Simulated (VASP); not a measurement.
Here is a VASP 6.6.1 calculation.

The input POSCAR:

```
BP                                      
1.0
    3.1991740243      0.0000000000      0.0000000000
   -1.5995870122      2.7705659741      0.0000000000
    0.0000000000      0.0000000000     16.0000000000
  B               P             
     1     1
Direct
     0.3333330000000032    0.6666669999999968    0.5000000000000000
     0.6666669999999968    0.3333330000000032    0.5000000000000000
```

File INCAR.step1:

```
SYSTEM = BP
PREC = Accurate
ENCUT = 520
EDIFF = 1E-5
ISMEAR = 0
SIGMA = 0.03
LREAL = .False.
LASPH = .True.
NELM = 80
ALGO = Normal
ISIF = 2
LWAVE = .True.
LDIPOL = .True.
IDIPOL = 3
DIPOL = 0.5 0.5 0.500
GGA = PE
KPAR = 4
```

File INCAR.step2:

```
SYSTEM = BP
PREC = Accurate
ENCUT = 520
EDIFF = 1E-7
ISMEAR = 0
SIGMA = 0.03
LREAL = .False.
LASPH = .True.
NELM = 80
ALGO = Normal
ISIF = 2
LWAVE = .False.
LCHARG = .True.
LDIPOL = .True.
IDIPOL = 3
DIPOL = 0.5 0.5 0.500
GGA = PE
LHFCALC = .True.
HFSCREEN = 0.2
PRECFOCK = Fast
LVHAR = .True.
LVACPOTAV = .True.
ISTART = 1
KPAR = 4
```

The input KPOINTS:

```
regular mesh
0
Gamma
  6 6 1
  0 0 0
```

Potentials or basis: VASP PAW PBE potentials, release 64 (B, P).

Launch:

```bash
$ cat potpaw_PBE.64/B/POTCAR potpaw_PBE.64/P/POTCAR > POTCAR
$ cp INCAR.step1 INCAR
$ mpirun -np 4 vasp_std > vasp.out
$ cp INCAR.step2 INCAR
$ mpirun -np 4 vasp_std > vasp.out
```

Q: What does it give for the ionisation potential of the upper face?

A: 5.43 eV.

Q: Estimate the band gap on the k mesh.

A: 1.36 eV, direct.
